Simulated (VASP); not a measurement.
# Ru (Fd-3m) in VASP: notebook, part 3 of 3

VASP 6.6.1.

### 5 Relaxation of cell and atoms, PBE (cell and atoms relaxed from a first guess)

Input file INCAR:

```
SYSTEM = Ru
ALGO = Normal
EDIFF = 1E-6
EDIFFG = -0.005
ENCUT = 600
GGA = PE
IBRION = 2
ISIF = 3
ISMEAR = -1
LASPH = .True.
LCHARG = .False.
LREAL = .False.
LWAVE = .False.
NELM = 100
NSW = 100
PREC = Accurate
SIGMA = 0.03
```

Input file KPOINTS:

```
k-points
0
Gamma
  10 10 10
  0 0 0
```

Input file POSCAR:

```
Ru
1.0
    0.0000000000      2.9564995863      2.9564995863
    2.9564995863      0.0000000000      2.9564995863
    2.9564995863      2.9564995863      0.0000000000
Ru
2
Direct
    0.0000000000      0.0000000000      0.0000000000
    0.2500000000      0.2500000000      0.2500000000
```

Potentials or basis: VASP PAW PBE potentials, release 64 (Ru_pv).

Command:

```sh
$ cat potpaw_PBE.64/Ru_pv/POTCAR > POTCAR
$ mpirun -np 1 vasp_std > vasp.out
```

OUTCAR:

```text
SYSTEM = Ru
   EDIFF = 1E-6
   EDIFFG = -0.005
   ENCUT = 600
   GGA = PE
   IBRION = 2
   ISIF = 3
   ISMEAR = -1
   LASPH = .True.
   LREAL = .False.
   NELM = 100
   NSW = 100
   PREC = Accurate

 ion  position               nearest neighbor table
   1  0.000  0.000  0.000-   2 2.56   2 2.56   2 2.56   2 2.56
   2  0.250  0.250  0.250-   1 2.56   1 2.56   1 2.56   1 2.56

  LATTYP: Found a face centered cubic cell.
 ALAT       =     5.9129991726

  Lattice vectors:

 A1 = (   0.0000000000,   2.9564995863,   2.9564995863)
 A2 = (   2.9564995863,   0.0000000000,   2.9564995863)
 A3 = (   2.9564995863,   2.9564995863,   0.0000000000)

Analysis of symmetry for initial positions (statically):
=====================================================================
 Subroutine PRICEL returns:
 Original cell was already a primitive cell.

 Routine SETGRP: Setting up the symmetry group for a
 face centered cubic supercell.

 Subroutine GETGRP returns: Found 48 space group operations
 (whereof 24 operations were pure point group operations)
 out of a pool of 48 trial point group operations.

The static configuration has the point symmetry T_d .
 The point group associated with its full space group is O_h .

Analysis of symmetry for dynamics (positions and initial velocities):
=====================================================================
 Subroutine PRICEL returns:
 Original cell was already a primitive cell.

 Routine SETGRP: Setting up the symmetry group for a
 face centered cubic supercell.

 Subroutine GETGRP returns: Found 48 space group operations
 (whereof 24 operations were pure point group operations)
 out of a pool of 48 trial point group operations.

The dynamic configuration has the point symmetry T_d .
 The point group associated with its full space group is O_h .

 Subroutine INISYM returns: Found 48 space group operations
 (whereof 24 operations are pure point group operations),
 and found     1 'primitive' translations

----------------------------------------------------------------------------------------

                                     Primitive cell
[... 119 lines left out ...]
   IVDW    =     0    specifies the selected vdW correction
   LEPSILON=     F    determine dielectric tensor
   LRPA    =     F    only Hartree local field effects (RPA)
 conjugate gradient relaxation of ions
 non-spin polarized calculation
  energy-cutoff  :      600.00
  volume of cell :       51.68
 maximum number of plane-waves:      1759
 NGX is ok and might be reduce to    36
   NGX = 17   NGY = 17   NGZ = 17

--------------------------------------- Ionic step        1  -------------------------------------------

 number of electron      28.0000003 magnetization

 Free energy of the ion-electron system (eV)
  ---------------------------------------------------
  ext. energy  EPLUGINS =         0.00000000
  ---------------------------------------------------
  free energy    TOTEN  =       -15.13595920 eV

  energy without entropy =      -15.12888885  energy(sigma->0) =      -15.13242402

------------------------ aborting loop because EDIFF is reached ----------------------------------------

  FORCE on cell =-STRESS in cart. coord.  units (eV):
  Direction    XX          YY          ZZ          XY          YZ          ZX
  --------------------------------------------------------------------------------------
  -------------------------------------------------------------------------------------
  Total       -7.1136690     -7.1136690     -7.1136690     -0.0000000      0.0000000      0.0000000
  in kB     -220.5163389   -220.5163389   -220.5163389     -0.0000000      0.0000000      0.0000000
  external PRESSURE =    -220.5163389 kB  Pullay stress =       0.0000000 kB
[... 23 lines left out ...]
--------------------------------------- Ionic step        2  -------------------------------------------

 number of electron      28.0000001 magnetization

 E-fermi :  11.7976     XC(G=0): -13.1635

 val. band max:       11.7881905996   @ k =   0.3000   0.1000   0.0000
 cond. band min:      11.8282229579   @ k =   0.3000   0.2000   0.1000
 fundamental gap:      0.0400323583
 Fermi energy:        11.7976380650

 k-point     1 :       0.0000    0.0000    0.0000
  band No.  band energies     occupation
      1     -32.5307      2.00000
      2     -32.5307      2.00000
      3     -32.5307      2.00000
      4     -30.5274      2.00000
      5     -30.5274      2.00000
      6     -30.5274      2.00000
[... 674 lines left out ...]
--------------------------------------- Ionic step        7  -------------------------------------------

 number of electron      28.0000004 magnetization

 Free energy of the ion-electron system (eV)
  ---------------------------------------------------
  ext. energy  EPLUGINS =         0.00000000
  ---------------------------------------------------
  free energy    TOTEN  =       -16.10117329 eV

  energy without entropy =      -16.09670569  energy(sigma->0) =      -16.09893949

 E-fermi :   7.0037     XC(G=0): -11.3251

 val. band max:        6.9401982738   @ k =   0.2000   0.2000   0.0000
 cond. band min:       7.0123441976   @ k =   0.4000   0.3000   0.0000
 fundamental gap:      0.0721459237
 Fermi energy:         7.0037126097

 k-point     1 :       0.0000    0.0000    0.0000
  band No.  band energies     occupation
      1     -36.1305      2.00000
      2     -36.1305      2.00000
      3     -36.1305      2.00000
      4     -35.2608      2.00000
      5     -35.2608      2.00000
      6     -35.2608      2.00000
[... 524 lines left out ...]
  FREE ENERGIE OF THE ION-ELECTRON SYSTEM (eV)
  ---------------------------------------------------
  free  energy   TOTEN  =       -16.1011732932 eV

  energy  without entropy=      -16.0967056886  energy(sigma->0) =      -16.09893949

 reached required accuracy - stopping structural energy minimisation
```

It took 1.8 min on 1 thread of Intel Xeon Platinum 8488C (Sapphire Rapids), shared host; peak memory 0.23 GiB.

What came out:

* Free energy: -16.1012 eV
* Relaxed volume: 20.32 Å³/atom
* Relaxed cell: a = 3.859 Å, b = 3.859 Å, c = 3.859 Å, α = 60.00°, β = 60.00°, γ = 60.00°
* Space group after relaxing (to 0.05 Å): Fd-3m (No. 227)
* Energy gained by relaxing: 482.6 meV/atom
* Ionic steps: 7
* Pressure after relaxing: 0.0 GPa
* Band gap on the k mesh: none (metal or under the smearing width)

The path:
```
step  energy change (eV)  largest force (eV/Å)  pressure (GPa)  volume (Å³)
   1              0.0000                0.0000          -22.05        51.68
   2              1.9878                0.0000          114.25        29.38
   3             -0.9564                0.0000           -3.23        41.48
   4             -0.9638                0.0000           -1.31        40.97
   5             -0.9652                0.0000            0.04        40.63
   6             -0.9652                0.0000           -0.06        40.66
   7             -0.9652                0.0000           -0.03        40.64
```

Final structure:
```
CELL_PARAMETERS angstrom
0.00000 2.72886 2.72886
2.72886 0.00000 2.72886
2.72886 2.72886 0.00000
ATOMIC_POSITIONS crystal
Ru 0.00000 0.00000 0.00000
Ru 0.25000 0.25000 0.25000
```

Levels at points of the mesh, in eV from the Fermi level:
```tsv
k point	band 12	band 13	band 14	band 15	band 16	band 17
(0.00, 0.00, 0.00)	-3.18	-0.47	-0.47	-0.47	1.83	1.83
(0.50, 0.00, 0.00)	-3.18	-0.37	0.22	0.22	1.39	1.39
(0.50, 0.50, 0.00)	-1.39	-1.25	-1.25	1.67	1.67	3.35
```

Caveat: the volume moved by over 15 % at a fixed basis, so the end points are rough.
